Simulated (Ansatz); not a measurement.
# ZnSe under strain

Level of theory: DFT PBEsol, scalar-relativistic, plane waves, PAW in Ansatz 0.2.0. Settings: 420 eV cutoff, 8×8×6 k-mesh, Gaussian smearing of 0.02 eV, no spin polarisation.

Starting point, cell and atoms relaxed:

```xyz
4
Lattice="2.8166 2.8166 0.0000 -2.8166 2.8166 0.0000 0.0000 0.0000 5.6332" Properties=species:S:1:pos:R:3 pbc="T T T"
Zn    0.0000    0.0000    0.0000
Zn    0.0000    2.8166    2.8166
Se    1.4083    1.4083    1.4083
Se   -1.4083    1.4083    4.2249
```

Deformation: uniaxial strain along c, with the lengths of a and b and the atoms relaxed and the angles held, all within the symmetry that the strain leaves. Energies are extrapolated to zero smearing. Gaps are Kohn–Sham gaps over the whole zone.

```
strain (%)  ΔE (meV/atom) a (Å) b (Å) c (Å) gap (eV)
      -6.0           11.5  4.078  4.078  5.295      1.10
      -4.0            5.2  4.045  4.045  5.408      1.14
      -2.0            1.3  4.014  4.014  5.521      1.19
      +0.0            0.0  3.983  3.983  5.633      1.24
      +2.0            1.4  3.954  3.954  5.746      1.18
      +4.0            5.8  3.927  3.927  5.859      1.11
      +6.0           13.1  3.900  3.900  5.971      1.04
```

(1) What stiffness (1/V) d²E/dε² at zero strain does a cubic fit over all points give?

(2) How does the free axis a answer a small strain?

(3) How fast does the gap move with strain on either side?

Answers

(1) A cubic fit gives (1/V) d²E/dε² = 49 GPa at zero strain (Young's modulus along this axis, angles held).

(2) Between the innermost points its strain is -0.37 times the applied one.

(3) 24 meV per percent on the compressed side and -30 meV per percent on the stretched side.